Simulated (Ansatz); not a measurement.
An Ansatz input (plane waves, PAW) for zincblende-structured GdO that has something wrong with it:

```yaml
crystal:
  lattices:
    - [0.0, 2.6984308834, 2.6984308834]
    - [2.6984308834, 0.0, 2.6984308834]
    - [2.6984308834, 2.6984308834, 0.0]
  atoms:
    - { symbol: Gd, position: [0.0, 0.0, 0.0], spin: 7.0 }
    - { symbol: O, position: [0.25, 0.25, 0.25] }
basis:
  ecutwfc: 420
  ecutrho_ratio: 4
kpoints:
  mp_grid: { grid: [10, 10, 10] }
hamiltonian:
  xc: pbe
  hubbard: { sites: [{ species: Gd, l: f, u_eff: 6.0 }] }
scf:
  occupations: { method: gaussian, width: 0.05 }
  max_iter: 80
output:
  forces: true
  stress: true
magnetization:
  spin_polarized: true
```

Launched as:
```sh
ansatz run input.yaml --threads 2 --pin off --max-ram 3072MiB --backend cpu --events-out ev --progress --plain --runs-dir out
```

Task: What is wrong with it?

Result: A misspelt key. Against the sound input: crystal.lattice: "lattice" → "lattices" (the cap on iterations is only a precaution).

What the program printed:

```
Error: YAML parse error: error: line 2 column 3: unknown field `lattices`, expected one of checkpoint, saddle_side, structure_sha256, lattice, periodic, space_group, setting, atoms, reduce_to_primitive, conventional_axes, supercell, defects, symmetry, host
```

The input was refused before any iteration. Cost: 0.02 s on 2 threads of Intel(R) Xeon(R) 6975P-C (Granite Rapids), with other jobs on the host, peak memory 0.025 GiB. The run before the change (PBE+U (U_eff = 6 eV on Gd 4f), 420 eV, 10×10×10 mesh) gave:

| run | P (GPa) | gap on the mesh (eV) | cell moment (μB) | largest force component (eV/Å) |
| --- | --- | --- | --- | --- |
| sound | 0.0 | metal | 7.93 | 0.000 |

The two runs also differ in their start: the sound one had the moments 7.72, 0.00 μB typed, and went on from the state of an earlier run.

The start was a prototype's sites filled with these elements; the Crystallography Open Database holds the compound in this structure.

Of that run: The run wasn't fully tested for a lower electronic state. A U of this size is made for insulators; in a metal, as here, it tends to take f weight out of the bonding and to swell the cell.
